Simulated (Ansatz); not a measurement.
Input of an Ansatz 0.2.0 run:

The input input.yaml:

```yaml
crystal:
  lattice:
    - [4.15, 0.0, 0.0]
    - [-2.075, 3.5940054257, 0.0]
    - [0.0, 0.0, 5.78]
  atoms:
    - { symbol: Sb, position: [0.6666666667, 0.3333333333, 0.75] }
    - { symbol: Sb, position: [0.3333333333, 0.6666666667, 0.25] }
    - { symbol: Mn, position: [0.0, 0.0, 0.5], spin: 4.0 }
    - { symbol: Mn, position: [0.0, 0.0, 0.0], spin: 4.0 }
hamiltonian:
  xc: r2scan
  pseudopotentials: { kind: paw }
magnetization:
  spin_polarized: true
kpoints:
  mp_grid: { grid: [7, 7, 5] }
  band_path:
    path:
      - [[0.0, 0.0, 0.0], [0.5, 0.0, 0.0], [0.3333333333, 0.3333333333, 0.0], [0.0, 0.0, 0.0], [0.0, 0.0, 0.5], [0.5, 0.0, 0.5], [0.3333333333, 0.3333333333, 0.5], [0.0, 0.0, 0.5]]
      - [[0.5, 0.0, 0.5], [0.5, 0.0, 0.0]]
      - [[0.3333333333, 0.3333333333, 0.0], [0.3333333333, 0.3333333333, 0.5]]
    npoints: 14
scf:
  occupations: { method: fermi_dirac, width: 0.05 }
  n_extra_bands: 10
output:
  forces: true
  stress: true
  eigenvalues: true
  fatbands: true
```

Potentials or basis: Ansatz PAW.

Launch:

```sh
$ ansatz run input.yaml --threads 2 --pin off --max-ram 5632MiB --backend cpu --events-out ev --progress --plain --runs-dir out
```

Task: Predict the band gap on the k mesh.

Result: None (metal or under the smearing width).

Task: Estimate the site moments.

Result: Sb -0.16; Mn +3.89 μB.

Task: What does it give for the absolute moment?

Result: 8.63 μB per cell.

Task: Estimate the pressure.

Result: 0.3 GPa.

Levels at the corners of the path, in eV from the Fermi level:
Spin up:
```csv
point,band 30,band 31,band 32,band 33,band 34,band 35,band 36,band 37,band 38,band 39
Γ,-2.90,-1.54,0.35,0.35,1.94,1.94,2.70,3.11,4.31,5.74
M,-3.05,-2.90,-2.86,-2.47,-1.61,0.15,2.84,3.36,4.46,4.79
K,-3.00,-2.86,-2.39,-1.17,-1.17,-0.35,-0.35,1.84,6.86,7.84
Γ,-2.90,-1.54,0.35,0.35,1.94,1.94,2.70,3.11,4.31,5.74
A,-3.54,-0.91,-0.91,1.46,1.46,1.46,1.46,4.54,4.54,5.40
L,-3.24,-3.19,-3.19,-0.28,-0.28,0.87,0.87,3.97,3.97,5.98
H,-3.32,-2.65,-2.65,-2.55,-2.55,2.86,2.86,5.69,5.69,6.21
A,-3.54,-0.91,-0.91,1.46,1.46,1.46,1.46,4.54,4.54,5.40
L,-3.24,-3.19,-3.19,-0.28,-0.28,0.87,0.87,3.97,3.97,5.98
M,-3.05,-2.90,-2.86,-2.47,-1.61,0.15,2.84,3.36,4.46,4.79
K,-3.00,-2.86,-2.39,-1.17,-1.17,-0.35,-0.35,1.84,6.86,7.84
H,-3.32,-2.65,-2.65,-2.55,-2.55,2.86,2.86,5.69,5.69,6.21
```
Spin down:
```tsv
point	band 22	band 23	band 24	band 25	band 26	band 27	band 28	band 29	band 30	band 31
Γ	-2.63	-2.63	-0.62	0.28	0.28	0.51	0.51	0.80	0.80	2.17
M	-3.50	-3.17	-2.54	-2.50	-2.13	-0.76	1.15	1.32	1.42	1.44
K	-3.65	-3.65	-2.61	-2.61	-2.50	0.31	1.17	1.28	1.28	1.80
Γ	-2.63	-2.63	-0.62	0.28	0.28	0.51	0.51	0.80	0.80	2.17
A	-2.14	-1.74	-1.74	-1.74	-1.74	1.11	1.11	1.11	1.11	1.16
L	-5.60	-2.28	-2.28	-1.73	-1.73	0.74	0.74	1.52	1.52	1.54
H	-4.79	-4.52	-4.52	-1.28	-1.28	1.00	1.00	1.34	1.34	1.66
A	-2.14	-1.74	-1.74	-1.74	-1.74	1.11	1.11	1.11	1.11	1.16
L	-5.60	-2.28	-2.28	-1.73	-1.73	0.74	0.74	1.52	1.52	1.54
M	-3.50	-3.17	-2.54	-2.50	-2.13	-0.76	1.15	1.32	1.42	1.44
K	-3.65	-3.65	-2.61	-2.61	-2.50	0.31	1.17	1.28	1.28	1.80
H	-4.79	-4.52	-4.52	-1.28	-1.28	1.00	1.00	1.34	1.34	1.66
```

Caveat: the magnetic or orbital state may not be the lowest; spin-orbit coupling is left out, which moves the levels of the heavy elements; only a ferromagnetic start was run, and an antiferromagnetic order may lie lower in energy; the PAW data sets come from PBE, with cores solved anew for the run's functional, which leaves a small shift of forces and pressure.
